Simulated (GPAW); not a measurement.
# KBr in GPAW: convergence with convergence criteria

Input of the first run (convergence criteria density=0.001 energy=0.01 eigenstates=0.0001); the others differ in this setting and in those tied to it:

run.py

```python
from ase.dft.bandgap import bandgap
from ase.io import read, write
from ase.units import GPa
from gpaw import GPAW, PW, setup_paths

setup_paths.insert(0, '.')

atoms = read('POSCAR')

calc = GPAW(mode=PW(600),
            xc='PBEsol',
            kpts={'size': (7, 7, 7), 'gamma': True},
            occupations={'name': 'fermi-dirac', 'width': 0.05},
            nbands=16,
            convergence={'density': 0.001, 'energy': 0.01, 'eigenstates': 0.0001},
            maxiter=100,
            txt='gpaw.txt')
atoms.calc = calc
energy = atoms.get_potential_energy()
forces = atoms.get_forces()
stress = atoms.get_stress()
calc.write('gs.gpw')
write('result.traj', atoms)
print(f'Energy: {energy:.6f} eV')
print('Forces (eV/A):')
print(forces.round(4))
print('Stress (GPa):', (stress / GPa).round(3))
print('Fermi level:', round(calc.get_fermi_level(), 4), 'eV')
print(f'Gap: {bandgap(calc)[0]:.4f} eV, direct: {bandgap(calc, direct=True)[0]:.4f} eV')
```

File POSCAR:

```
KBr
1.0
    4.0434990000      0.0000000000      0.0000000000
    0.0000000000      4.0434990000      0.0000000000
    0.0000000000      0.0000000000      4.0434990000
Br K
1 1
Direct
    0.5000000000      0.5000000000      0.5000000000
    0.0000000000      0.0000000000      0.0000000000
```

Potentials or basis: PAW data sets generated in the run's folder for this functional, pw.

Run with:

```sh
$ gpaw-setup -f PBEsol Br K
$ OMP_NUM_THREADS=1 python run.py
```

Measurements of this composition are mostly on another form, of space group No. 225.

Hardware: 1 thread of Arm Neoverse V2, on a shared host.

```csv
convergence criteria,"energy less the tightest run, at zero smearing (meV/atom)",SCF cycles,CPU time (s),peak memory (GiB)
density=0.001 energy=0.01 eigenstates=0.0001,0.00,7,8.3,0.16
default,0.00,9,11,0.16
density=1e-05 energy=1e-05,0.00,9,11,0.16
density=1e-05 forces=0.0001,0.00,10,11,0.16
density=1e-06 energy=1e-06 eigenstates=1e-10,0.00,11,13,0.16
```

Against the tightest run, the energy stays within 1 meV/atom from density=0.001 energy=0.01 eigenstates=0.0001 on. The tightest run that finished is the yardstick and may itself not be fully converged.

Caveat, for the tightest run too: an odd mesh through Γ misses points on the zone boundary, where band edges often lie.
